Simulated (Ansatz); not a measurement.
The system is PtS2.

```xyz
3
Lattice="3.5432 0.0000 0.0000 -1.7716 3.0685 0.0000 0.0000 0.0000 5.0388" Properties=species:S:1:pos:R:3 pbc="T T T"
Pt    0.0000    0.0000    0.0000
S     1.7716    1.0228    3.8950
S     0.0000    2.0457    1.1438
```

Base run:

```yaml
Program: Ansatz 0.2.0
Functional: PBE
Potentials_or_basis: Ansatz PAW
Cutoff: "420 eV (not typed: the program's choice for these potentials)"
k_mesh: 9 × 9 × 5
Occupations: fermi-dirac, width 0.05 eV
Spin: no spin polarisation
```

Its results: band gap on the k mesh 1.02 eV, indirect (least direct gap 1.07 eV); pressure 11.6 GPa; largest force 1.257 eV/Å.

Q: The run is repeated on the same cell with these changes: functional from PBE to PBEsol. What comes out?

A: Band gap on the k mesh 0.95 eV, indirect (least direct gap 0.99 eV); pressure 6.4 GPa; largest force 0.952 eV/Å.

PBEsol binds more tightly than PBE, so the same cell stands under less pressure.

Caveats: spin-orbit coupling is left out, which moves the levels of the heavy elements; forces of over 1 eV/Å show positions far from the minimum, so gaps and moduli don't describe the material at rest (some runs); the PAW data sets come from PBE, with cores solved anew for the run's functional, which leaves a small shift of forces and pressure (some runs).
